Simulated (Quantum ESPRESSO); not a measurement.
BN in Quantum ESPRESSO: the effect of target pressure

BN:

```
N B
1.0
     2.55394    0.00000    0.00000
    -1.27697    2.21178    0.00000
     0.00000    0.00000    4.22685
N B
2 2
Cartesian
  0.0000 1.4745 0.5295
  1.2770 0.7373 2.6430
  0.0000 1.4745 2.1123
  1.2770 0.7373 4.2257
```

Measurements of this composition are mostly on another form, of space group No. 194.

Alike in all runs:

```yaml
Program: Quantum ESPRESSO 7.5
Task: phonons
Functional: LDA
Potentials_or_basis: PseudoDojo 0.4.1 SR LDA standard
Cutoff: 1143 eV
Density_cutoff: 4572 eV
k_mesh: 8 × 8 × 4, shifted
Occupations: fermi-dirac, width 0.05 eV
Spin: no spin polarisation
```

Each run relaxes the cell or the atoms first.

```tsv
target pressure	relaxed volume (Å³/atom)	dielectric constant (mean)	highest phonon frequency (cm⁻¹)
-3 GPa	5.80	4.53	1132
0 GPa	5.76	4.53	1137
3 GPa	5.72	4.52	1143
8 GPa	?	?	?
```

Q: What does the run with target pressure 8 GPa give?

A: Relaxed volume 5.65 Å³/atom; dielectric constant 4.51 mean; highest phonon frequency 1152 cm⁻¹.

Worked out: A straight line through the other rows of the relaxed volume, of slope -0.0133 Å³/atom per GPa, extrapolates to 5.65 Å³/atom, against the run's 5.65. A straight line through the other rows of the dielectric constant, of slope -0.00167  per GPa, extrapolates to 4.51 , against the run's 4.51. A straight line through the other rows of the highest phonon frequency, of slope 1.83 cm⁻¹ per GPa, extrapolates to 1152 cm⁻¹, against the run's 1152.

Caveats: the cell is more than 3 GPa from zero pressure, which shifts response properties (some runs).
